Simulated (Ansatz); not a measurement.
**Al2Ru: response to equal strain of all cell vectors**

One table from this session's results is given with a row withheld; the runs are named, their logs left out.

Method: DFT r2SCAN, scalar-relativistic, plane waves, PAW, in Ansatz 0.2.0.

2 further runs of the same task are left out: 2 set aside as unsound or not needed.

## The system as given

Symmetry: I4/mmm, No. 139, tetragonal system. Conventional cell: a = 3.122 Å, b = 3.122 Å, c = 8.445 Å, α = 90.00°, β = 90.00°, γ = 90.00°. Around Al (site symmetry 4mm) lie 5 Ru at 2.58 to 2.88 Å and 5 Al at 2.69 Å. Ru (site symmetry 4/mmm) is surrounded by 10 Al at 2.58 to 2.88 Å.

Coordinates:

```
Al Ru
1.0
     3.12182    0.00000    0.00000
     0.00000    3.12182    0.00000
     0.00000    0.00000    8.44498
Al Ru
4 2
Direct
  0.50000 0.50000 0.15909
  0.00000 0.00000 0.34091
  0.00000 0.00000 0.65909
  0.50000 0.50000 0.84091
  0.00000 0.00000 0.00000
  0.50000 0.50000 0.50000
```

It goes back to an entry of the Materials Project, which need not be the stable form.

The first run:

The input, input.yaml:

```yaml
crystal:
  lattice:
    - [3.1218205101, 0.0, 0.0]
    - [0.0, 3.1218205101, 0.0]
    - [0.0, 0.0, 8.4449834049]
  atoms:
    - { symbol: Al, position: [0.5, 0.5, 0.1590940356] }
    - { symbol: Al, position: [0.0, 0.0, 0.3409059644] }
    - { symbol: Al, position: [0.0, 0.0, 0.6590940356] }
    - { symbol: Al, position: [0.5, 0.5, 0.8409059644] }
    - { symbol: Ru, position: [0.0, 0.0, 0.0] }
    - { symbol: Ru, position: [0.5, 0.5, 0.5] }
basis:
  ecutwfc: 500
kpoints:
  mp_grid: { grid: [12, 12, 4] }
hamiltonian:
  xc: r2scan
scf:
  occupations: { method: gaussian, width: 0.1 }
output:
  forces: true
  stress: true
  eigenvalues: true
  write_density: true
  write_potential: true
  elf: true
  volumetric_format: npy
```

On the command line:

```bash
ansatz run input.yaml --threads 1 --pin off --max-ram 2560MiB --backend cpu --events-out ev --progress --plain --runs-dir out
```

Among the steps run: Reference cell for the strains; Strain -1.0 %; Strain +1.0 %; Strain -2.0 %; The cell strained by +2.0 %; At -3.0 %; The cell strained by +3.0 %.

One table of the session follows, with a row left open; its other results are not shown here.

It belongs to the step «Energy and stress against strain (a metal throughout)». Lengths are those of the vectors of the cell that was run; stresses in GPa:

| strain (%) | ΔE (meV/atom) | a (Å) | b (Å) | c (Å) |
| --- | --- | --- | --- | --- |
| -3.0 | 70.4 | 3.028 | 3.028 | 8.192 |
| -2.0 | ? | ? | ? | ? |
| -1.0 | 7.3 | 3.091 | 3.091 | 8.361 |
| +0.0 | 0.0 | 3.122 | 3.122 | 8.445 |
| +1.0 | 6.9 | 3.153 | 3.153 | 8.529 |
| +2.0 | 26.5 | 3.184 | 3.184 | 8.614 |
| +3.0 | 57.7 | 3.215 | 3.215 | 8.698 |

**Question.** Estimate the row for strain (%) = -2.0.

Worked estimate for «ΔE (meV/atom)». A straight line through the neighbours (-3.0, 70.4) and (-1.0, 7.3) gives 70.4 + (7.3 − 70.4) × (-2.0 + 3.0) / (-1.0 + 3.0) = 38.9; a parabola fitted to 3 rows on both sides gives 30.8.

**Answer.** ΔE (meV/atom): 30.2; a (Å): 3.059; b (Å): 3.059; c (Å): 8.276. In «ΔE (meV/atom)» the line misses by +8.7 and the parabola by +0.6.

ΔE is over the unstrained cell. Stress in GPa, positive in compression, on the Cartesian axes of the input. 

Limits of these values: Warnings in the runs' records: stress scf threshold loose.
